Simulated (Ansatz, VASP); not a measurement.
**One calculation of Ag, two programs**

```
CELL_PARAMETERS angstrom
2.57353 0.00000 0.00000
0.00000 2.57353 0.00000
0.00000 0.00000 2.57353
ATOMIC_POSITIONS crystal
Ag 0.00000 0.00000 0.00000
```

Alike in both runs: task single point; functional PBEsol; k mesh 13 × 13 × 13; occupations fermi-dirac, width 0.1 eV; no spin polarisation.

|  | VASP | Ansatz |
| --- | --- | --- |
| version | VASP 6.6.1 | Ansatz 0.2.0 |
| potentials or method | VASP PAW PBE potentials, release 64 (Ag) | plane waves (420 eV) with PAW, scalar-relativistic |
| plane-wave cutoff (eV) | 520 | 420 |
| valence electrons in the cell | 11 | 19 |

```csv
,VASP,Ansatz,Ansatz less VASP
pressure (GPa),15.7,16.1,+0.41
```

The two sets of potentials don't hold the same shells in valence. Ansatz warned: «pseudo_functional_mismatch».

Caveats: so large a pressure means that the cell lies far from this level's equilibrium, or that cutoff or potentials fall short (VASP); the potentials were made for another functional, which shifts forces and pressure (VASP).
